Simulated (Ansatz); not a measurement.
Trial inputs on Sr

All trials start from this Ansatz input:

```yaml
crystal:
  lattice:
    - [10.9876299658, 0.0, 0.0]
    - [-5.4938149829, 9.5155666777, 0.0]
    - [0.0, 0.0, 4.42111191]
  atoms:
    - { symbol: Sr, position: [0.0, 0.0, 0.0] }
basis:
  ecutwfc: 420
kpoints:
  mp_grid: { grid: [3, 3, 4] }
hamiltonian:
  xc: pbe
scf:
  occupations: { method: gaussian, width: 0.1 }
output:
  forces: true
  stress: true
  eigenvalues: true
```

Command:

```bash
ansatz run input.yaml --threads 1 --pin off --max-ram 1331MiB --backend cpu --events-out ev --progress --plain --runs-dir out
```

The run converges in 6 SCF iterations on 9 irreducible k-points: pressure 0.07 GPa.

These settings were drawn at random to show what each does; none of the numbers is a converged property of the crystal. Each trial's input is given as a difference from the reference's; energies are extrapolated to zero smearing where there is one, and pressure is positive in compression.

Trial 1:

```diff
 hamiltonian:
-  xc: pbe
+  xc: lda
 scf:
+  lower_state_search: "off"
```

The run converges in 6 SCF iterations on 9 irreducible k-points: pressure 0.03 GPa, gap on the sampled k-points 0.41 eV.